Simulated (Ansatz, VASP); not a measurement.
## Al: VASP beside Ansatz

File INCAR:

```
  PREC = Accurate
  ENCUT = 520
  EDIFF = 1E-7
  ISMEAR = -1
  SIGMA = 0.08
  LREAL = F
  LASPH = T
  NELM = 100
  ALGO = Normal
  ISIF = 2
  LWAVE = F
  LCHARG = F
  GGA = PS
  NBANDS = 8
```

File KPOINTS:

```
Automatic mesh
0
Gamma
  18 18 18
```

File POSCAR:

```
Al
1.0
    0.0000000000      1.8638708078      1.8638708078
    1.8638708078      0.0000000000      1.8638708078
    1.8638708078      1.8638708078      0.0000000000
Al
1
Direct
    0.0000000000      0.0000000000      0.0000000000
```

Input for Ansatz:

```yaml
crystal:
  lattice:
    - [0.0, 1.8638708078, 1.8638708078]
    - [1.8638708078, 0.0, 1.8638708078]
    - [1.8638708078, 1.8638708078, 0.0]
  atoms:
    - { symbol: Al, position: [0.0, 0.0, 0.0] }
kpoints:
  mp_grid: { grid: [18, 18, 18] }
scf:
  occupations: { method: fermi_dirac, width: 0.08 }
hamiltonian:
  xc: pbesol
  pseudopotentials: { kind: paw }
output:
  forces: true
  stress: true
  eigenvalues: true
  populations: true
  write_density: true
  write_potential: true
  elf: true
  volumetric_format: npy
```

Change from the starting cell: volume scaled by 0.8, PAW files.

Alike in both runs: task single point; functional PBEsol; k mesh 18 × 18 × 18; occupations fermi-dirac, width 0.08 eV; no spin polarisation.

|  | VASP | Ansatz |
| --- | --- | --- |
| version | VASP 6.6.1 | Ansatz 0.2.0 |
| potentials or method | VASP PAW PBE potentials, release 64 (Al) | PAW with Ansatz's default frozen-core files, scalar-relativistic |
| plane-wave cutoff (eV) | 520 | 420 |
| valence electrons in the cell | 3 | 3 |

|  | VASP | Ansatz | Ansatz less VASP |
| --- | --- | --- | --- |
| pressure (GPa) | 30.1 | 29.9 | -0.20 |

With one functional, cell and mesh, what is left measures potentials, basis and numerics.

Caveats: so large a pressure means that the cell lies far from this level's equilibrium, or that cutoff or potentials fall short (VASP); the potentials were made for another functional, which shifts forces and pressure (VASP).
